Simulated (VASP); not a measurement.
# Sb (P6_3/mmc) in VASP: a series of runs, part 2 of 2

VASP 6.6.1. The steps go on from the part before.

## 3. Single point, RPBE

This run uses another cell than the first one, of 31.43 Å³/atom, 1.120 times its volume.

File INCAR:

```
SYSTEM = Sb
PREC = Accurate ; ENCUT = 520
EDIFF = 1E-6 ; ISMEAR = -1
SIGMA = 0.1 ; LREAL = .FALSE.
LASPH = .TRUE. ; NELM = 80
ALGO = Fast ; ISIF = 2
LWAVE = .FALSE. ; LCHARG = .TRUE.
GGA = RP ; LELF = .TRUE.
LVHAR = .TRUE. ; NBANDS = 18
```

File KPOINTS:

```
Automatic mesh
0
G
  12 12 3
  0 0 0
```

File POSCAR:

```
Sb
1.0
    3.4967555788      0.0000000000      0.0000000000
   -1.7483777894      3.0282791620      0.0000000000
    0.0000000000      0.0000000000     11.8725854779
Sb
4
Direct
    1.0000000000      1.0000000000      0.0000000000
    1.0000000000      1.0000000000      0.5000000000
    0.3333333333      0.6666666667      0.2500000000
    0.6666666667      0.3333333333      0.7500000000
```

Potentials or basis: VASP PAW PBE potentials, release 64 (Sb).

Command:

```
$ cat potpaw_PBE.64/Sb/POTCAR > POTCAR
$ mpirun -np 1 vasp_std > vasp.out
```

OUTCAR:

```text
SYSTEM = Sb
   PREC = Accurate
   ENCUT = 520
   EDIFF = 1E-6
   ISMEAR = -1
   LREAL = .FALSE.
   LASPH = .TRUE.
   NELM = 80
   ISIF = 2
   GGA = RP

 ion  position               nearest neighbor table
   1  0.000  0.000  0.000-   3 3.59   4 3.59   3 3.59   4 3.59   4 3.59   3 3.59
   2  0.000  0.000  0.500-   3 3.59   4 3.59   3 3.59   4 3.59   4 3.59   3 3.59
   3  0.333  0.667  0.250-   1 3.59   2 3.59   1 3.59   2 3.59   1 3.59   2 3.59
   4  0.667  0.333  0.750-   1 3.59   2 3.59   1 3.59   2 3.59   1 3.59   2 3.59

  LATTYP: Found a hexagonal cell.
 ALAT       =     3.4967555788
 C/A-ratio  =     3.3953146596

  Lattice vectors:

 A1 = (   3.4967555788,   0.0000000000,   0.0000000000)
 A2 = (  -1.7483777894,   3.0282791620,   0.0000000000)
 A3 = (   0.0000000000,   0.0000000000,  11.8725854779)

Analysis of symmetry for initial positions (statically):
=====================================================================
 Subroutine PRICEL returns:
 Original cell was already a primitive cell.

 Routine SETGRP: Setting up the symmetry group for a
 hexagonal supercell.

 Subroutine GETGRP returns: Found 24 space group operations
 (whereof 12 operations were pure point group operations)
 out of a pool of 24 trial point group operations.
[... 175 lines left out ...]
 fundamental gap:      0.0690101439
 Fermi energy:         6.7469455147

 k-point     1 :       0.0000    0.0000    0.0000
  band No.  band energies     occupation
      1      -5.0697      2.00000
      2      -4.1220      2.00000
      3      -4.1103      2.00000
      4      -2.4063      2.00000
      5       1.8190      2.00000
      6       5.5778      1.99998
[... 481 lines left out ...]
      5       3.3990      2.00000
      6       3.6698      2.00000
[... 10 lines left out ...]
     17      11.9390      0.00000
     18      12.1391      0.00000

 [... further k-points ...]

------------------------ aborting loop because EDIFF is reached ----------------------------------------

  FORCE on cell =-STRESS in cart. coord.  units (eV):
  Direction    XX          YY          ZZ          XY          YZ          ZX
  --------------------------------------------------------------------------------------
  -------------------------------------------------------------------------------------
  Total       -3.9247068     -3.9247068     -3.6961911      0.0000000      0.0000000      0.0000000
  in kB      -50.0162714    -50.0162714    -47.1040785      0.0000000      0.0000000      0.0000000
  external PRESSURE =     -49.0455404 kB  Pullay stress =       0.0000000 kB

 VOLUME and BASIS-vectors are now :
 -----------------------------------------------------------------------------
  energy-cutoff  :      520.00
  volume of cell :      125.72
      direct lattice vectors                 reciprocal lattice vectors
     3.496755579  0.000000000  0.000000000     0.285979382  0.165110273  0.000000000
    -1.748377789  3.028279162  0.000000000     0.000000000  0.330220547  0.000000000
     0.000000000  0.000000000 11.872585478     0.000000000  0.000000000  0.084227652

 POSITION                                       TOTAL-FORCE (eV/Angst)
 -----------------------------------------------------------------------------------
      0.00000      0.00000      0.00000        -0.000000      0.000000     -0.000000
      0.00000      0.00000      5.93629        -0.000000      0.000000     -0.000000
     -0.00000      2.01885      2.96815         0.000000     -0.000000      0.000000
      1.74838      1.00943      8.90444        -0.000000      0.000000      0.000000
 -----------------------------------------------------------------------------------
    total drift:                                0.000000     -0.000000      0.000000

  FREE ENERGIE OF THE ION-ELECTRON SYSTEM (eV)
  ---------------------------------------------------
  free  energy   TOTEN  =       -13.6996080487 eV

  energy  without entropy=      -13.6114555344  energy(sigma->0) =      -13.65553179
```

OSZICAR:

```text
N       E                     dE             d eps       ncg     rms          rms(c)
DAV:   1     0.731731206207E+02    0.73173E+02   -0.65247E+03  1368   0.854E+02
DAV:   2    -0.916614756460E+01   -0.82339E+02   -0.79414E+02  1882   0.137E+02
DAV:   3    -0.136757566618E+02   -0.45096E+01   -0.44620E+01  1694   0.348E+01
DAV:   4    -0.137178016279E+02   -0.42045E-01   -0.42016E-01  1502   0.401E+00
DAV:   5    -0.137183426768E+02   -0.54105E-03   -0.54102E-03  1572   0.516E-01    0.274E+00
RMM:   6    -0.137048241960E+02    0.13518E-01   -0.13942E-02  1409   0.596E-01    0.156E+00
RMM:   7    -0.136990615186E+02    0.57627E-02   -0.32275E-02  1451   0.929E-01    0.120E-01
RMM:   8    -0.136994322388E+02   -0.37072E-03   -0.16421E-03  1513   0.254E-01    0.100E-01
RMM:   9    -0.136996170090E+02   -0.18477E-03   -0.51807E-04  1505   0.162E-01    0.103E-01
RMM:  10    -0.136996079127E+02    0.90964E-05   -0.11876E-04  1519   0.522E-02    0.293E-02
RMM:  11    -0.136996079050E+02    0.77107E-08   -0.12269E-05  1562   0.231E-02    0.292E-02
RMM:  12    -0.136996080487E+02   -0.14376E-06   -0.20609E-06  1158   0.101E-02
   1 F= -.13699608E+02 E0= -.13655532E+02  d E =-.881525E-01
```

stdout:

```text
POSCAR found type information on POSCAR Sb
 POSCAR found :  1 types and       4 ions
 scaLAPACK will be used
 -----------------------------------------------------------------------------
|                                                                             |
|                                                                             |
|     You enforced a specific xc type in the INCAR file but a different       |
|     I HOPE YOU KNOW WHAT YOU ARE DOING!                                     |
|                                                                             |
 -----------------------------------------------------------------------------

 LDA part: xc-table for (Slater+PW92), standard interpolation
 POSCAR, INCAR and KPOINTS ok, starting setup
 FFT: planning ... GRIDC
 FFT: planning ... GRID_SOFT
 FFT: planning ... GRID
 WAVECAR not read
 entering main loop
```

Wall time 58 s (1 thread of Intel Xeon Platinum 8488C (Sapphire Rapids), shared host); peak memory 0.26 GiB.

Results:

| Item | Value |
| --- | --- |
| Free energy | -13.6996 eV |
| Pressure | -4.9 GPa |
| Band gap on the k mesh | none (metal or under the smearing width) |

Caveat: the PAW data sets were made with another functional, which shifts forces and pressure a little. The run has no spin-orbit coupling, so splittings on Sb are missing.

## 4. Single point, RPBE

This run uses another cell than the first one, of 29.19 Å³/atom, 1.040 times its volume.

File INCAR:

```
SYSTEM = Sb
PREC = Accurate ; ENCUT = 520
EDIFF = 1E-6 ; ISMEAR = -1
SIGMA = 0.1 ; LREAL = .FALSE.
LASPH = .TRUE. ; NELM = 100
ALGO = Normal ; ISIF = 2
LWAVE = .FALSE. ; LCHARG = .FALSE.
GGA = RP ; NBANDS = 18
```

KPOINTS is that of step 3.

File POSCAR:

```
Sb
1.0
    3.4114345900      0.0000000000      0.0000000000
   -1.7057172950      2.9543890183      0.0000000000
    0.0000000000      0.0000000000     11.5828938740
Sb
4
Direct
    1.0000000000      1.0000000000      0.0000000000
    1.0000000000      1.0000000000      0.5000000000
    0.3333333333      0.6666666667      0.2500000000
    0.6666666667      0.3333333333      0.7500000000
```

Command:

```
$ cat potpaw_PBE.64/Sb/POTCAR > POTCAR
$ mpirun -np 1 vasp_std > vasp.out
```

Run time: 48 s. Hardware: 1 thread of Intel Xeon Platinum 8488C (Sapphire Rapids), shared host; peak memory 0.27 GiB.

Results (log left out):

| Quantity | Value |
| --- | --- |
| Free energy | -13.9007 eV |
| Pressure | -2.0 GPa |
| Band gap on the k mesh | none (metal or under the smearing width) |

Stress tensor (GPa, compression positive):
```
-1.99  0.00  0.00
 0.00 -1.99  0.00
 0.00  0.00 -2.12
```

Levels at points of the mesh, in eV from the Fermi level:
```csv
k point,band 7,band 8,band 9,band 10,band 11,band 12,band 13,band 14
"(0.00, 0.00, 0.00)",-1.19,3.65,3.65,4.23,4.23,4.27,4.27,4.30
"(0.50, 0.00, 0.00)",-3.80,-3.41,-1.56,-0.84,0.65,1.40,1.66,1.68
```

Caveat: the PAW data sets were made with another functional, which shifts forces and pressure a little. The run has no spin-orbit coupling, so splittings on Sb are missing.

## 5. Overview

| cell | k mesh | gap on the mesh (eV) | pressure (GPa) |
| --- | --- | --- | --- |
| P6_3/mmc, 28.06 Å³/atom | 14 × 14 × 4 | none | -0.2 |
| P6_3/mmc, 31.43 Å³/atom | 12 × 12 × 3 | none | -4.9 |
| P6_3/mmc, 29.19 Å³/atom | 12 × 12 × 3 | none | -2.0 |

Alike in all rows: task single point; level RPBE; potentials or basis VASP PAW PBE potentials, release 64 (Sb); no spin polarisation; cutoff (eV) 520; smearing fermi-dirac 0.1 eV.

Every run on the cell as given and a fine mesh finds a metal.

Caveats: the PAW data sets were made with another functional, which shifts forces and pressure a little.

Absolute energies hang on the potentials; compare differences alone.
